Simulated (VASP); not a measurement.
A run of VASP 6.6.1 is set up as follows.

File INCAR:

```
SYSTEM = SnSe
PREC = Accurate ; ENCUT = 520
EDIFF = 1E-6 ; ISMEAR = 0
SIGMA = 0.03 ; LREAL = .FALSE.
LASPH = .TRUE. ; NELM = 80
ALGO = Normal ; ISIF = 2
LWAVE = .FALSE. ; LCHARG = .FALSE.
GGA = CA ; KPAR = 4
```

The input KPOINTS:

```
regular mesh
0
G
  4 8 8
  0 0 0
```

Contents of POSCAR:

```
SnSe                                    
1.0
   11.4864949695      0.0000000000      0.0000000000
    0.0000000000      4.1722137264     -0.0000000000
    0.0000000000     -0.0000000000      4.3796772184
  Sn              Se            
     4     4
Direct
     0.1176302971571503    0.2500000000000000    0.0931652914666247
     0.3823697028428497    0.7500000000000000    0.5931652914666246
     0.6176302971571503    0.2500000000000000    0.4068347085333753
     0.8823697028428497    0.7500000000000000    0.9068347085333754
     0.3570262765108209    0.2500000000000000    0.0220175791814775
     0.1429737234891793    0.7500000000000000    0.5220175791814775
     0.8570262765108206    0.2500000000000000    0.4779824208185154
     0.6429737234891794    0.7500000000000000    0.9779824208185225
```

Contents of KPOINTS_OPT:

```
explicit points
258
Reciprocal
 0.0000000000  0.0000000000  0.0000000000 1
 0.0000000000  0.0357142857  0.0000000000 1
 0.0000000000  0.0714285714  0.0000000000 1
 0.0000000000  0.1071428571  0.0000000000 1
 0.0000000000  0.1428571429  0.0000000000 1
 0.0000000000  0.1785714286  0.0000000000 1
[... 250 lines left out ...]
 0.0000000000  0.5000000000  0.0248440900 1
 0.0000000000  0.5000000000 -0.0248440900 1
```

Potentials or basis: VASP PAW LDA potentials, release 64 (Sn_d, Se).

Launch:

```bash
$ cat potpaw_LDA.64/Sn_d/POTCAR potpaw_LDA.64/Se/POTCAR > POTCAR
$ mpirun -np 4 vasp_std > vasp.out
```

Q: Estimate the band gap along the path.

A: 0.36 eV, indirect (least direct gap 0.47 eV).

Q: Estimate the pressure.

A: -2.2 GPa.

Levels at the corners of the path, in eV from the valence-band top:
| point | band 38 | band 39 | band 40 | band 41 | band 42 | band 43 |
| --- | --- | --- | --- | --- | --- | --- |
| Γ | -1.35 | -0.74 | -0.60 | 0.45 | 2.87 | 3.07 |
| X | -1.04 | -0.70 | -0.70 | 0.85 | 0.85 | 1.28 |
| X | -1.04 | -0.70 | -0.70 | 0.85 | 0.85 | 1.28 |
| S | -2.38 | -1.55 | -1.55 | 2.52 | 2.52 | 2.94 |
| S | -2.38 | -1.55 | -1.55 | 2.52 | 2.52 | 2.94 |
| Y | -0.85 | -0.33 | -0.33 | 1.12 | 1.12 | 1.35 |
| Y | -0.85 | -0.33 | -0.33 | 1.12 | 1.12 | 1.35 |
| Γ | -1.35 | -0.74 | -0.60 | 0.45 | 2.87 | 3.07 |
| Γ | -1.35 | -0.74 | -0.60 | 0.45 | 2.87 | 3.07 |
| Z | -1.92 | -0.61 | -0.61 | 2.48 | 2.48 | 2.69 |
| Z | -1.92 | -0.61 | -0.61 | 2.48 | 2.48 | 2.69 |
| U | -0.97 | -0.97 | -0.97 | 1.32 | 1.32 | 1.32 |
| U | -0.97 | -0.97 | -0.97 | 1.32 | 1.32 | 1.32 |
| R | -1.62 | -1.62 | -1.62 | 2.32 | 2.32 | 2.32 |
| R | -1.62 | -1.62 | -1.62 | 2.32 | 2.32 | 2.32 |
| T | -0.50 | -0.30 | -0.30 | 1.06 | 1.06 | 1.41 |
| T | -0.50 | -0.30 | -0.30 | 1.06 | 1.06 | 1.41 |
| Z | -1.92 | -0.61 | -0.61 | 2.48 | 2.48 | 2.69 |
| Y | -0.85 | -0.33 | -0.33 | 1.12 | 1.12 | 1.35 |
| T | -0.50 | -0.30 | -0.30 | 1.06 | 1.06 | 1.41 |
| U | -0.97 | -0.97 | -0.97 | 1.32 | 1.32 | 1.32 |
| X | -1.04 | -0.70 | -0.70 | 0.85 | 0.85 | 1.28 |
| S | -2.38 | -1.55 | -1.55 | 2.52 | 2.52 | 2.94 |
| R | -1.62 | -1.62 | -1.62 | 2.32 | 2.32 | 2.32 |

Caveat: spin-orbit coupling is left out, which moves the levels of the heavy elements; the mesh misses the band edges, which the band path finds closer together.

**The experiment to reproduce.**

“Linear dichroism of the optical properties of SnS and SnSe van der Waals crystals”, 2024, arxiv:2409.17412 reports, for a bulk crystal of SnSe at 20 K: band gap 0.99 eV (indirect).

Measured gap of SnSe: 0.99 eV (indirect; 20 K; “Linear dichroism of the optical properties of SnS and SnSe van der Waals crystals”, 2024, arxiv:2409.17412). This calculation gives 0.36 eV (-0.63 eV). 2 values of this kind are on record (0.89 to 0.99 eV); this one was drawn at random. Spin-orbit coupling on Se, Sn is left out. The value is that of LDA, without temperature or zero-point motion. Semilocal functionals fall short of measured gaps as a rule.
